The energy over elements is the energy per atom of a crystal minus that of its element in the standard state. Here both sides hold the same atoms, so the difference measures only what it costs to change the arrangement from the usual crystal to omega. The omega cells were relaxed in their own symmetry with r2SCAN, a density functional of the meta-GGA kind. A positive value means that the standard state is more stable.

Late transition metals in the omega structure (P6/mmm), with cell and atoms relaxed in that symmetry. Ansatz 0.2.0, r2SCAN, plane-wave PAW, scalar-relativistic, cutoff 500 eV, Gaussian smearing 0.1 eV. Valence electrons are counted per atom by group number, and energies are relative to each element's standard state, without zero-point motion.

```
element   Z  valence electrons  volume per atom (Å³)  shortest distance (Å)       spin  energy over elements (eV/atom)
     Co  27                  9                 10.79                  2.413  collinear                           0.067
     Ni  28                 10                 10.72                  2.395  collinear                           0.145
     Cu  29                 11                 11.64                  2.437       none                           0.081
     Ru  44                  8                 13.82                  2.666       none                           0.269
     Rh  45                  9                 14.09                  2.636       none                           0.239
     Ir  77                  9                 14.64                  2.681       none                           0.362
     Pt  78                 10                 15.67                  2.679       none                           0.154
```

The standard state wins for all seven metals. The contest is closest for Co, where omega lies 0.067 eV per atom higher, and most one-sided for Ir, where it lies 0.362 eV higher. The standard states are close-packed crystals: hexagonal for Co and Ru, cubic for the other five. The question is therefore why late transition metals prefer close packing to omega, and why the preference is so much stronger in some of them.

The geometry gives a first reason. In a close-packed crystal each atom has twelve neighbours at nearly one distance. Omega stacks honeycomb layers with sparser layers between them, and each atom of the honeycomb has three very near neighbours in its own layer. This contact is 7 to 9 % shorter than the neighbour distance of a close-packed crystal with the same volume per atom. The column headed shortest distance doesn't show it: those values follow the repeat of the cell along its axis, while the true shortest contact, worked out from the cell edges, is smaller in every row. In the relaxed cells of Co, Rh and Ir it measures 2.27, 2.48 and 2.51 Å, which is 8.4, 8.4 and 8.5 % below the close-packed distance. For these three metals the neighbour distances printed after this text, and the percentages beside them, hold for the starting cells and not for the relaxed ones. The printed deviation of 0.025 Å between the column and the repeat has the same origin; in the relaxed cells the two agree within about 0.001 Å.

Copper is the limiting case in which this matters most plainly. Its d shell is nearly full, so bonding and antibonding d states are both occupied and d electrons add little to the cohesion. What they do add at short range is repulsion, which rises steeply as atoms approach. A few squeezed contacts then cost more than the longer ones give back, which is a reasonable explanation of why omega copper still lies 0.081 eV per atom too high.

With holes in the d shell a second cost appears. The d levels of a metal spread into a band, and the crystal structure decides how the levels are distributed within it. Two structures with bands of equal width can therefore differ in energy when the band is partly filled. The difference fades when the band is full, because every level is then occupied whatever its place. Total energies alone don't show how the levels of omega are distributed. The table shows only that, at the fillings of these late metals, omega comes out higher.

This gives a simple rule. If the shape of the band depends on the structure alone, every energy within it scales with the band width, and so does the difference between two structures:

ΔE ≈ W · f(n)

Here ΔE is the energy over elements, W the width of the d band, n the number of d electrons per atom and f a function common to all the metals. Counting one valence electron as s, n is the number of valence electrons minus one. The rule says that metals of one group should differ mainly through W, and that the cost should shrink as the last holes are filled.

The heavier metals behave in this way. Rh and Ir have the same filling, but the 5d orbitals of Ir reach further and overlap more, so its band is wider and omega costs more. From Ir to Pt one more electron enters the band and the cost falls from 0.362 to 0.154 eV per atom. With rough recalled widths of 6.9 eV for Rh and 8.7 eV for Ir, the Rh value scales to 0.30 eV for Ir, which is 17 % below the computed value. Ru and Rh fit less well: per eV of band width the cost rises slightly from Ru to Rh, from 32 to 35 meV, although Rh has fewer holes. Among these heavier metals the rule is thus good for rough sizes and for the large step from Ir to Pt, not for fine differences. Copper falls outside it: per eV of band width it still pays 29 meV, more than the 22 meV of Pt, which fits a cost that comes from repulsion and not from d holes.

Co and Ni break the pattern. They stand in the same two groups as Ir and Pt, yet the cost rises from Co to Ni by 0.078 eV per atom instead of falling. Scaled by width from the heavier metals of their groups, Co should pay about 0.17 eV and Ni about 0.08 eV. The computed order is the opposite.

A plausible reason is magnetism, which only these two runs allowed for; the other five metals were computed without spin. Omega Co carries a moment of about 1.8 Bohr magnetons per atom and omega Ni about 0.7. In a ferromagnet the two spin directions no longer share the d holes equally. In omega Ni the run assigns about 4.8 d electrons per atom to the majority spin and 4.0 to the minority spin, out of five each, so most of the holes lie in the minority band. The larger moment of Co points to the same picture. A spin-free metal is two equal halves, whereas Co and Ni are each made of two unlike halves. The full half resembles copper, and the other resembles a metal with fewer d electrons, roughly one group further left for Ni and nearly two for Co.

For Ni the estimate runs as follows. Its minority band is filled about as far as the bands of Rh and Ir, whose costs per eV of band width are 34.6 and 41.6 meV, or 38.1 meV on average. The d band of Ni is about 3.8 eV wide, again a rough recalled value, and each half counts for one half:

ΔE(Ni) ≈ ½ · 38.1 meV · 3.8 + ½ · 81 meV ≈ 113 meV

The computed value is 145 meV per atom. The same reasoning for Co, with Ru, the metal of lowest filling in the table, in place of Rh and Ir, gives 111 meV against a computed 67 meV. No constant was fitted, and the values of Co and Ni did not enter their own estimates; the printed analysis after this text holds both versions, with and without spin.

Splitting the spins moves both metals in the right direction and removes the wrong order, but it makes them equal and so doesn't produce the rise from Co to Ni. Co remains badly overestimated. One reason may be that Ru is an imperfect stand-in, since the minority band of Co is filled somewhat less far than the bands of Ru. Another may be that the moment, and the energy gained by forming it, differs between omega and the standard state. That magnetism causes the reversed trend is therefore a plausible argument rather than a result; calculations of both structures with the moments switched off would test it.

How safe is the verdict against omega? The k mesh leaves an uncertainty of about 4 meV per atom, and even the smallest margin, that of Co, is some 17 times larger. The broadening of the levels used to treat the metals shifts the omega energies by at most about 5 meV per atom. These numerical errors can't turn the order in any row. That these metals are found close-packed in nature supports the same verdict independently.

The physical approximations deserve more care, and they bear on different metals. For Co and Ni the magnetic state found may not be the lowest, and r2SCAN tends to exaggerate moments in such metals. A better state of omega Co would have to lie 67 meV per atom lower to draw level, with the standard state unchanged. For Ir and Pt the calculation leaves out spin-orbit coupling, but only the part that differs between the two structures counts, and for Pt that part would have to favour omega by 154 meV per atom.

The ranking of the metals among themselves is less secure than the sign. Ni and Pt differ by only 9 meV per atom, too little to place one above the other. The 14 meV between Co and Cu is also a weak basis for an order, the more so as Co has the doubtful magnetic state. The large steps, such as that from Ir to Pt, stand well clear of the mesh error.

Heat could reverse the verdict only if omega had the higher entropy. At 1000 K it would need an advantage of about 0.8 Boltzmann constants per atom in Co and more than 4 in Ir. Differences in vibrational entropy between structures of one metal are usually a few tenths, as a rough recalled size, so heating is a poor route to omega for most of these metals. Co comes nearest, because the entropy needed falls as the temperature rises.

Pressure helps whichever structure is denser. If omega were 1 % denser than the standard state, and stayed so under compression, Co would need about 100 GPa and Ir about 400 GPa. These values show the scale of the task and are not predicted transition pressures. If omega were the less dense structure, pressure would only strengthen the present order.

The more effective lever is the number of d electrons. Omega is a known phase of titanium and zirconium, whose d bands are mostly empty and whose structural balance is quite different. For a late metal, the first things to ask are how wide its d band is, how many holes it has and whether one spin direction holds them all. For thin films of Cu, Co or Ru in interconnects and contacts, the positive energies mean that an omega-like arrangement would store energy compared with the normal crystal. Whether it could persist is a separate question: the relaxations kept the symmetry of omega, so they don't show that it is stable against small distortions.

The analysis program printed:

```
Neighbour distances in omega in angstrom:
  row  in layer  along c  between layers  close packed at same volume  layer contact shorter by percent
   Co     2.276    2.406           2.575                         2.48                             8.219
   Ni     2.273    2.395           2.569                        2.475                             8.159
   Cu     2.348    2.437           2.645                        2.544                             7.695
   Ru     2.447    2.666           2.786                        2.694                             9.164
   Rh     2.476     2.66            2.81                        2.711                             8.683
   Ir     2.501    2.706           2.844                        2.746                             8.916
   Pt     2.599    2.679           2.924                        2.809                             7.483
Margin of the standard state:
  row  meV per atom  times mesh error  entropy needed at 1000 K in kB per atom  GPa needed if omega 1 percent denser  meV per eV of d width
   Co            67             16.75                                   0.7775                                 99.49                  15.23
   Ni           145             36.25                                    1.683                                 216.7                  38.16
   Cu            81             20.25                                     0.94                                 111.5                  28.93
   Ru           269             67.25                                    3.122                                 311.9                  32.02
   Rh           239             59.75                                    2.773                                 271.8                  34.64
   Ir           362              90.5                                    4.201                                 396.2                  41.61
   Pt           154              38.5                                    1.787                                 157.5                     22
Largest smearing correction of omega, meV per atom: 5.433
Largest deviation of printed shortest distance from repeat along c, angstrom: 0.025
Change from Co to Ni, meV per atom: 78
Change from Ir to Pt, meV per atom: -208
Change from Ru to Rh, meV per atom: -30
Pt minus Ni, meV per atom: 9
Cu minus Co, meV per atom: 14
Moment of Co in omega, muB per atom: 1.771
Moment of Ni in omega, muB per atom: 0.7056
Twice the minority d count of Co, full majority band reduced by moment: 6.229
Twice the minority d count of Ni, same estimate: 8.294
Control, Ir estimated from Rh by d width, meV per atom: 301.3
Co estimated without spin from Rh and Ir, meV per atom: 167.7
Ni estimated without spin from Pt, meV per atom: 83.6
Co estimated with spin, half Ru-like and half Cu, meV per atom: 111
Ni estimated with spin, half Rh-Ir-like and half Cu, meV per atom: 112.9
```
